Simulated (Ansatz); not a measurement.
# WS2: relaxing cell and atoms and elastic constants, part 2 of 2

Aim: for WS2, 2 runs in a chain (relaxing cell and atoms and elastic constants).

Ansatz 0.2.0; DFT LDA, scalar-relativistic, plane waves, PAW. Earlier steps stand in the parts before.

### Step 3. Elastic constants

The COD entry's cell or inner coordinates are ideal or old and differ from later refinements, so a difference from it is no clean test against experiment.

It takes the final geometry of step 2.

File input.yaml:

```yaml
crystal:
  lattice:
    - [3.1268208267, 0.0, 0.0]
    - [-1.5634104133, 2.707906269, 0.0]
    - [0.0, 0.0, 12.1594272449]
  atoms:
    - { symbol: W, position: [0.3333333333, 0.6666666667, 0.25] }
    - { symbol: W, position: [0.6666666667, 0.3333333333, 0.75] }
    - { symbol: S, position: [0.3333333333, 0.6666666667, 0.6215377977] }
    - { symbol: S, position: [0.6666666667, 0.3333333333, 0.1215377977] }
    - { symbol: S, position: [0.3333333333, 0.6666666667, 0.8784622023] }
    - { symbol: S, position: [0.6666666667, 0.3333333333, 0.3784622023] }
scf:
  occupations: { method: fixed }
output:
  eigenvalues: true
hamiltonian:
  xc: lda
elastic:
  mode: relaxed_ion
  amplitude: 0.005
kpoints:
  mp_grid: { grid: [12, 12, 3] }
```

Launch:

```sh
$ ansatz run input.yaml --threads 16 --pin off --max-ram 24576MiB --backend cpu --events-out ev --progress --plain --runs-dir out
```

Log:

```text
Warning: RAYON_NUM_THREADS=16 ignored (pool sized by the plan → 16); use --threads N
Engine: ansatz 0.2.0, aarch64-unknown-linux-gnu
Pseudopotentials: kind: paw
Pseudopotential: W, paw, valence charge 14, recommended cutoff 420 eV (normal), W.paw.azcp
Pseudopotential: S, paw, valence charge 6, recommended cutoff 420 eV (normal), S.paw.azcp
Functional definition: SPW92
  exchange = slater_x
  correlation = pw_c
Crystal: 6 atoms, lattice volume = 102.956 Å³
Basis set: ecut = 420 eV, 2009 PW (Γ)
Bands: 32, of which v1, the nominal top of the filled ones, is band 26 counted from 1 (25 counted from 0)
Symmetry: 24 space group operations
Space group: P63/mmc (ITA 194), of the structure as read, at distance tolerance 4.7e-5 Å
k-points: 38 of 432
Non-local potential: W, projectors of the file, l = 0: 3, l = 1: 2, l = 2: 2, l = 3: 1
Non-local potential: S, projectors of the file, l = 0: 2, l = 1: 2, l = 2: 2
PAW form: soft (Blöchl's): semilocal exchange-correlation on the pseudo side does not see the compensation charge
PAW frozen core: W, regenerated for the run's functional, and the local potential with it (the file was generated under x = pbe(κ = 0.804, μ = 0.2195149727645171), c = pbe(β = 0.06672455060314922))
PAW frozen core: S, regenerated for the run's functional, and the local potential with it (the file was generated under x = pbe(κ = 0.804, μ = 0.2195149727645171), c = pbe(β = 0.06672455060314922))
PAW one-centre angular grid: W, 590 points (default); XC on 64 Gauss nodes
PAW one-centre angular grid: S, 110 points (default); XC on 64 Gauss nodes
Initial density: superposition of atomic densities (neutral atoms: chi_scale 0, normalization atom), corrected by the library's trained network
Initial wavefunctions: pseudopotential atomic-orbital guess
Functional: x = slater, c = lda
SCF iter   1: F=—  HF=-23743.405427 eV  |F-HF|=—  |Δ(HF+E_count)|=         —  Δρ=9.95e-3  dr2=1.51e-1  ethr=1.77e-3  ⟨swp⟩=5.0  Hψ=4904  notcnv=0  defer=109
preconditioner: auto → Resta (q_TF=auto, 2.435 Å⁻¹)  ε∞=7.7  [insulator: Δε(μ)=0.844 eV  Ē_g=8.470 eV  n_scr=26 (ndim 8)  ℏωp=22.0 eV  f_vac=0.012  ε∞_Penn≈7.7]
SCF iter   2: F=—  HF=-23743.381842 eV  |F-HF|=—  |Δ(HF+E_count)|=   2.36e-2  Δρ=4.05e-3  dr2=7.87e-3  ethr=2.89e-4  ⟨swp⟩=2.1  Hψ=1729  notcnv=0  defer=146
SCF iter   3: F=—  HF=-23743.381353 eV  |F-HF|=—  |Δ(HF+E_count)|=   4.89e-4  Δρ=2.25e-3  dr2=2.65e-3  ethr=1.51e-5  ⟨swp⟩=2.1  Hψ=1555  notcnv=0  defer=152
SCF iter   4: F=—  HF=-23743.381234 eV  |F-HF|=—  |Δ(HF+E_count)|=   1.19e-4  Δρ=1.01e-3  dr2=5.37e-4  ethr=5.10e-6  ⟨swp⟩=1.1  Hψ=1166  notcnv=0  defer=135
SCF iter   5: F=—  HF=-23743.381169 eV  |F-HF|=—  |Δ(HF+E_count)|=   6.46e-5  Δρ=2.14e-4  dr2=3.41e-5  ethr=1.03e-6  ⟨swp⟩=2.1  Hψ=1805  notcnv=0  defer=75
SCF iter   6: F=—  HF=-23743.381174 eV  |F-HF|=—  |Δ(HF+E_count)|=   4.97e-6  Δρ=2.27e-5  dr2=4.60e-7  ethr=6.55e-8  ⟨swp⟩=2.3  Hψ=1605  notcnv=0  defer=53
SCF iter   7: F=—  HF=-23743.381168 eV  |F-HF|=—  |Δ(HF+E_count)|=   6.24e-6  Δρ=2.62e-6  dr2=8.52e-9  ethr=8.86e-10  ⟨swp⟩=2.1  Hψ=1816  notcnv=0  defer=53
SCF iter   8: F=—  HF=-23743.381168 eV  |F-HF|=—  |Δ(HF+E_count)|=   3.88e-9  Δρ=4.08e-7  dr2=2.01e-10  ethr=1.64e-11  ⟨swp⟩=2.0  Hψ=1915  notcnv=0  defer=53
SCF iter   9: F=—  HF=-23743.381168 eV  |F-HF|=—  |Δ(HF+E_count)|=  8.73e-11  Δρ=7.99e-8  dr2=8.23e-12  ethr=3.87e-13 (applied; sched 1.00e-12)  ⟨swp⟩=2.2  Hψ=1879  notcnv=0  defer=53
SCF iter  10: F=—  HF=-23743.381168 eV  |F-HF|=—  |Δ(HF+E_count)|=  7.28e-12  Δρ=1.51e-8  dr2=2.26e-13  ethr=1.58e-14 (applied; sched 1.00e-12)  ⟨swp⟩=2.5  Hψ=1859  notcnv=0  defer=53
SCF iter  11: F=-23743.381168 eV  HF=-23743.381168 eV  |F-HF|=3.64e-12  |Δ(HF+E_count)|=    0.00e0  Δρ=2.68e-9  dr2=1.28e-14  ethr=1.00e-12  ⟨swp⟩=10.6  Hψ=5739  notcnv=0
SCF 1 converged in 11 iterations: F = -23743.381168 eV  dr2 = 1.28e-14
relax step   1: F+E_penalty+E_count = -23743.38116814 eV  Δ(F+E_penalty+E_count) = +0.000e0 eV  max|allowed force component| = 9.496e-5 eV/Å  Δτ_max = 0.0000 Å  (11 SCF iters, accepted)
[... from here on, the SCF cycles and remarks between the steps are left out, and one step in 2 is shown ...]
relax step   2: F+E_penalty+E_count = -23743.38116814 eV  Δ(F+E_penalty+E_count) = -6.767e-10 eV  max|allowed force component| = 4.500e-5 eV/Å  Δτ_max = 0.0000 Å  (7 SCF iters, accepted)
relax step   2: F+E_penalty+E_count = -23743.37250135 eV  Δ(F+E_penalty+E_count) = -1.623e-3 eV  max|allowed force component| = 1.652e-2 eV/Å  Δτ_max = 0.0079 Å  (9 SCF iters, accepted)
relax step   4: F+E_penalty+E_count = -23743.37251607 eV  Δ(F+E_penalty+E_count) = -9.467e-6 eV  max|allowed force component| = 4.060e-4 eV/Å  Δτ_max = 0.0026 Å  (8 SCF iters, accepted)
relax step   6: F+E_penalty+E_count = -23743.37251683 eV  Δ(F+E_penalty+E_count) = -3.165e-10 eV  max|allowed force component| = 5.078e-6 eV/Å  Δτ_max = 0.0000 Å  (4 SCF iters, accepted)
relax step   2: F+E_penalty+E_count = -23743.37903690 eV  Δ(F+E_penalty+E_count) = -4.050e-4 eV  max|allowed force component| = 8.335e-4 eV/Å  Δτ_max = 0.0033 Å  (9 SCF iters, accepted)
relax step   1: F+E_penalty+E_count = -23743.37867568 eV  Δ(F+E_penalty+E_count) = +0.000e0 eV  max|allowed force component| = 5.894e-2 eV/Å  Δτ_max = 0.0000 Å  (10 SCF iters, accepted)
relax step   3: F+E_penalty+E_count = -23743.37907320 eV  Δ(F+E_penalty+E_count) = -1.118e-7 eV  max|allowed force component| = 8.321e-6 eV/Å  Δτ_max = 0.0002 Å  (7 SCF iters, accepted)
relax step   2: F+E_penalty+E_count = -23743.37286302 eV  Δ(F+E_penalty+E_count) = -1.498e-3 eV  max|allowed force component| = 1.240e-2 eV/Å  Δτ_max = 0.0087 Å  (9 SCF iters, accepted)
relax step   4: F+E_penalty+E_count = -23743.37234832 eV  Δ(F+E_penalty+E_count) = +5.585e-4 eV  max|allowed force component| = 1.004e-1 eV/Å  Δτ_max = 0.0115 Å  (9 SCF iters, rejected (line search))
relax step   6: F+E_penalty+E_count = -23743.37293743 eV  Δ(F+E_penalty+E_count) = -2.827e-6 eV  max|allowed force component| = 2.075e-5 eV/Å  Δτ_max = 0.0021 Å  (8 SCF iters, accepted)
relax step   2: F+E_penalty+E_count = -23743.37942711 eV  Δ(F+E_penalty+E_count) = -9.201e-3 eV  max|allowed force component| = 8.198e-3 eV/Å  Δτ_max = 0.0150 Å  (10 SCF iters, accepted)
relax step   4: F+E_penalty+E_count = -23743.37943344 eV  Δ(F+E_penalty+E_count) = +1.688e-9 eV  max|allowed force component| = 1.979e-4 eV/Å  Δτ_max = 0.0000 Å  (6 SCF iters, rejected (line search))
relax step   1: F+E_penalty+E_count = -23743.37846995 eV  Δ(F+E_penalty+E_count) = +0.000e0 eV  max|allowed force component| = 1.568e-1 eV/Å  Δτ_max = 0.0000 Å  (11 SCF iters, accepted)
relax step   3: F+E_penalty+E_count = -23743.38076648 eV  Δ(F+E_penalty+E_count) = -5.966e-8 eV  max|allowed force component| = 7.178e-6 eV/Å  Δτ_max = 0.0000 Å  (6 SCF iters, accepted)
relax step   2: F+E_penalty+E_count = -23743.38075521 eV  Δ(F+E_penalty+E_count) = -2.288e-3 eV  max|allowed force component| = 2.597e-3 eV/Å  Δτ_max = 0.0073 Å  (9 SCF iters, accepted)
relax step   1: F+E_penalty+E_count = -23743.37047480 eV  Δ(F+E_penalty+E_count) = +0.000e0 eV  max|allowed force component| = 3.052e-1 eV/Å  Δτ_max = 0.0000 Å  (11 SCF iters, accepted)
relax step   3: F+E_penalty+E_count = -23743.37960464 eV  Δ(F+E_penalty+E_count) = -4.337e-6 eV  max|allowed force component| = 1.280e-4 eV/Å  Δτ_max = 0.0003 Å  (7 SCF iters, accepted)
relax step   1: F+E_penalty+E_count = -23743.37580329 eV  Δ(F+E_penalty+E_count) = +0.000e0 eV  max|allowed force component| = 1.603e-1 eV/Å  Δτ_max = 0.0000 Å  (11 SCF iters, accepted)
relax step   3: F+E_penalty+E_count = -23743.38050400 eV  Δ(F+E_penalty+E_count) = -3.757e-4 eV  max|allowed force component| = 9.604e-3 eV/Å  Δτ_max = 0.0045 Å  (9 SCF iters, accepted)
relax step   5: F+E_penalty+E_count = -23743.38051285 eV  Δ(F+E_penalty+E_count) = -2.396e-7 eV  max|allowed force component| = 5.431e-5 eV/Å  Δτ_max = 0.0006 Å  (8 SCF iters, accepted)
relax step   1: F+E_penalty+E_count = -23743.37982523 eV  Δ(F+E_penalty+E_count) = +0.000e0 eV  max|allowed force component| = 7.956e-2 eV/Å  Δτ_max = 0.0000 Å  (11 SCF iters, accepted)
relax step   3: F+E_penalty+E_count = -23743.38098148 eV  Δ(F+E_penalty+E_count) = +1.903e-5 eV  max|allowed force component| = 3.202e-3 eV/Å  Δτ_max = 0.0052 Å  (10 SCF iters, rejected (line search))
relax step   5: F+E_penalty+E_count = -23743.38100223 eV  Δ(F+E_penalty+E_count) = -5.775e-8 eV  max|allowed force component| = 4.763e-5 eV/Å  Δτ_max = 0.0003 Å  (8 SCF iters, accepted)
relax step   2: F+E_penalty+E_count = -23743.38100117 eV  Δ(F+E_penalty+E_count) = -1.176e-3 eV  max|allowed force component| = 2.653e-3 eV/Å  Δτ_max = 0.0077 Å  (10 SCF iters, accepted)
relax step   4: F+E_penalty+E_count = -23743.38100223 eV  Δ(F+E_penalty+E_count) = -5.979e-8 eV  max|allowed force component| = 3.118e-5 eV/Å  Δτ_max = 0.0001 Å  (8 SCF iters, accepted)
relax step   2: F+E_penalty+E_count = -23743.38043069 eV  Δ(F+E_penalty+E_count) = -4.627e-3 eV  max|allowed force component| = 1.404e-2 eV/Å  Δτ_max = 0.0201 Å  (11 SCF iters, accepted)
relax step   4: F+E_penalty+E_count = -23743.38051104 eV  Δ(F+E_penalty+E_count) = -8.035e-5 eV  max|allowed force component| = 6.729e-4 eV/Å  Δτ_max = 0.0056 Å  (11 SCF iters, accepted)
relax step   6: F+E_penalty+E_count = -23743.38051285 eV  Δ(F+E_penalty+E_count) = -6.389e-8 eV  max|allowed force component| = 2.638e-5 eV/Å  Δτ_max = 0.0001 Å  (8 SCF iters, accepted)
[... 3 lines left out ...]
SCF 69 converged in 2 iterations: F = -23743.380513 eV  dr2 = 1.87e-15
SCF converged after 10 iterations
Free energy (F): -23743.381168 eV
Harris-Foulkes:  -23743.381168 eV  (|F-HF|=3.64e-12)
Internal energy: -23743.381168 eV  (E = F + TS)
E sigma→0 (E₀):  -23743.381168 eV
Fermi energy:    12.056922 eV
--- Per-component energies (eV) ---
  E_band       = -358.662372
  E_kinetic    = 1340.378169
  E_local      = -3427.059871  (includes V_loc(G=0)·N_el)
  E_nonlocal   = 130.611346
  E_hartree    = 1357.644198
  E_xc         = -919.676425
  E_vxc        = -834.681655  (∫ρ·V_xc dr)
  E_paw        = -18894.945156  (= ΣΔE_a)
  E_vpaw       = -283.198626  (= ΣTr[D̂ρ^β])
  E_aug_tail   = -0.000132  (compensation charges beyond the density's cutoff)
  E_ewald      = -3331.512393
  E_core_change = 1.179096  (= ΣΔE_core)
  E_smearing   = -0.000000  (= −TS)
  E_closure    = -0.000000  (closes the sum)
  Σ components = -23743.381168   (vs F -23743.381168, Δ=0.00e0)
--- Forces (eV/Å), atoms counted from 1 ---
  atom   1  W      0.00000000     0.00000000    -0.00000000
  atom   2  W      0.00000000    -0.00000000     0.00000000
  atom   3  S      0.00000000     0.00000000     0.00004499
  atom   4  S      0.00000000    -0.00000000     0.00004499
  atom   5  S     -0.00000000     0.00000000    -0.00004499
  atom   6  S      0.00000000    -0.00000000    -0.00004499
  max |Σ_I F_I| component: 5.20e-18 eV/Å
--- Stress (GPa, compression-positive) ---
       -0.002782       0.000000      -0.000000
        0.000000      -0.002782      -0.000000
       -0.000000      -0.000000      -0.007146
  P = ⅓ Tr σ = -0.0042 GPa (-0.042 kbar)
--- Band table (eV; the first three rows and the last of 38) ---
[... 4 lines left out ...]
--- Elastic constants: 3 strain directions × 4 members + reference (group order 24) ---
  dense FFT box of the reference and of every strained cell: 24×24×90
  strains applied: 11, 33, 23; error gains: componentwise 1.00 (the most a stress slope's error grows in a printed constant), spectral 1.41 (1 for all six strains in a standard setting)
  reference relaxed by the batch: 2 steps; max|allowed force component| 9.50e-5 eV/Å at the deck's positions, 4.50e-5 at the last accepted step, 4.50e-5 by the solve of record
  largest displacement 6.6e-6 Å; the constants are those of the deck's cell at these positions:
  atoms:
    - { symbol: W, position: [0.3333333333333333, 0.6666666666666666, 0.25] }
    - { symbol: W, position: [0.6666666666666666, 0.3333333333333333, 0.75] }
    - { symbol: S, position: [0.3333333333333333, 0.6666666666666666, 0.6215372515706356] }
    - { symbol: S, position: [0.6666666666666666, 0.3333333333333333, 0.12153725157063555] }
    - { symbol: S, position: [0.3333333333333333, 0.6666666666666666, 0.8784627484293647] }
    - { symbol: S, position: [0.6666666666666666, 0.3333333333333333, 0.37846274842936445] }
  C = ∂σ_k/∂η_j (tension-positive GPa; Voigt order 11 22 33 23 13 12):
       262.401     56.243     10.394     -0.000     -0.000      0.000
        56.243    262.401     10.394      0.000     -0.000      0.000
        10.393     10.393     50.997      0.000     -0.000      0.000
        -0.000      0.000      0.000     20.298     -0.000      0.000
         0.000     -0.000      0.000     -0.000     20.298     -0.000
         0.000     -0.000      0.000      0.000      0.000    103.079
  reference stress σ⁰ (GPa):      0.003      0.003      0.007      0.000      0.000     -0.000
  C* (energy form; C + prestress term) asymmetry max|C*_kj − C*_jk| = 3.284e-3 GPa — a small one proves nothing (zero by symmetry where the batch's group is 432, −43m or m−3m); a large one is finite-difference/SCF noise where every solve meets its electron count
  moduli (Voigt/Reuss/Hill, GPa): K = 81.10/42.30/61.70   G = 61.99/33.72/47.85   E = 114.07   ν = 0.192
  mechanically stable: yes (min eigenvalue of sym C = 20.30 GPa)
  strain η (Voigt 11):  stress-route row diagonal C_11 = 262.40 GPa, energy-path curvature d²(F+E_count+ΔE)/dδ²/Ω₀ = 262.40 GPa
    cells at ±δ against ±2δ: C11 262.47 and 262.68 GPa, apart by 0.08 % of the column's largest entry
         δ    σ_11 (GPa)             F (eV)   n_scf  n_hpsi   n_pw
    -1.000e-2      -2.7302      -23743.3725168       2   22536   2006   relax 6 steps, max|allowed force component| 5.08e-6 eV/Å
    -5.000e-3      -1.3363      -23743.3790370       2   22476   2019   relax 3 steps, max|allowed force component| 4.50e-6 eV/Å
     5.000e-3       1.2885      -23743.3790732       2   22481   2040   relax 3 steps, max|allowed force component| 8.32e-6 eV/Å
     1.000e-2       2.5235      -23743.3729374       2   22426   2054   relax 6 steps, max|allowed force component| 2.07e-5 eV/Å
  strain η (Voigt 33):  stress-route row diagonal C_33 = 51.00 GPa, energy-path curvature d²(F+E_count+ΔE)/dδ²/Ω₀ = 51.00 GPa
    cells at ±δ against ±2δ: C33 51.08 and 51.32 GPa, apart by 0.47 % of the column's largest entry
         δ    σ_33 (GPa)             F (eV)   n_scf  n_hpsi   n_pw
    -1.000e-2      -0.5662      -23743.3794334       2    9870   2010   relax 5 steps, max|allowed force component| 2.90e-8 eV/Å
    -5.000e-3      -0.2636      -23743.3807665       2    9871   2022   relax 3 steps, max|allowed force component| 7.18e-6 eV/Å
     5.000e-3       0.2472      -23743.3807559       2    9991   2040   relax 3 steps, max|allowed force component| 2.43e-5 eV/Å
     1.000e-2       0.4601      -23743.3796046       2    9908   2052   relax 4 steps, max|allowed force component| 9.05e-8 eV/Å
  strain η (Voigt 23):  stress-route row diagonal C_44 = 20.30 GPa, energy-path curvature d²(F+E_count+ΔE)/dδ²/Ω₀ = 20.29 GPa
    cells at ±δ against ±2δ: C44 20.27 and 20.19 GPa, apart by 0.41 % of the column's largest entry
         δ    σ_23 (GPa)             F (eV)   n_scf  n_hpsi   n_pw
    -1.000e-2      -0.2019      -23743.3805129       2   31635   2032   relax 6 steps, max|allowed force component| 1.88e-5 eV/Å
    -5.000e-3      -0.1013      -23743.3810022       2   31633   2032   relax 5 steps, max|allowed force component| 4.76e-5 eV/Å
     5.000e-3       0.1014      -23743.3810022       2   31685   2032   relax 4 steps, max|allowed force component| 3.12e-5 eV/Å
     1.000e-2       0.2019      -23743.3805129       2   31610   2032   relax 6 steps, max|allowed force component| 2.64e-5 eV/Å
```

Run time: 2.1 min. Hardware: 16 threads of Arm Neoverse N1, shared host; peak memory 0.89 GiB.

What follows for a polycrystal (Hill averages; density 7.999 g/cm³):

| quantity | value |
| --- | --- |
| bulk modulus B | 61.7 GPa |
| shear modulus G | 47.9 GPa |
| B/G | 1.29 |
| universal anisotropy index | 5.11 |
| sound speeds v_l, v_t | 3961, 2446 m/s |
| Debye temperature Θ | 311 K |

Young's modulus by Cartesian direction:

```
direction  E (GPa)
(1, 0, 0)      249
(0, 1, 0)      249
(0, 0, 1)       50
(1, 1, 0)      249
(1, 0, 1)       56
(0, 1, 1)       56
(1, 1, 1)       68
```

### Step 4. Results

What follows sums up all 2 parts.

| step | volume (Å³/atom) | pressure (GPa) | energy (eV) | gap on the mesh (eV) | time |
| --- | --- | --- | --- | --- | --- |
| 2 | 17.16 | 0.0 | -23743.381 | 0.84 | 9.9 s |

```
                    quantity                                                                        value
        relaxed cell, step 2  a = 3.127 Å, b = 3.127 Å, c = 12.159 Å, α = 90.00°, β = 90.00°, γ = 120.00°
 C11, C12, C44 (relaxed-ion)                                                              262, 56, 20 GPa
 C33, C13, C66 (relaxed-ion)                                                              51, 10, 103 GPa
B, G, E (Hill) (relaxed-ion)                                                              62, 48, 114 GPa
 Poisson ratio (relaxed-ion)                                                                         0.19
           Debye temperature                                                                        311 K
```

**Reading.** The tensor is positive definite (least eigenvalue 20 GPa), so the crystal resists every homogeneous strain. B/G = 1.29 lies under 1.75, which by Pugh's rule of thumb suggests brittle behaviour; Young's modulus ranges from about 49 to 249 GPa with direction. Measured lattice constant a of WS2: 3.1532 Å (quoted in “Random anion distribution in MSxSe2−x (M = Mo, W) crystals and nanosheets”, 2018, pmc:9078701). This calculation gives 3.127 Å (-0.8 %). Measured lattice constant c of WS2: 12.323 Å (quoted in “Random anion distribution in MSxSe2−x (M = Mo, W) crystals and nanosheets”, 2018, pmc:9078701). This calculation gives 12.159 Å (-1.3 %). 2 values of this kind are on record (12.32 to 12.323 Å); this one was drawn at random among those near their median, those with a stated uncertainty first. That is the cell relaxed with LDA, without thermal expansion or zero-point motion. These runs have no spin-orbit coupling; with W it would split and shift bands. Layers here are held mostly by dispersion, which this level lacks, so their spacing and the stiffness across them are unreliable there.

The gaps are Kohn-Sham values of a semilocal functional, not quasiparticle or optical gaps. Such gaps usually fall short of the measured ones.
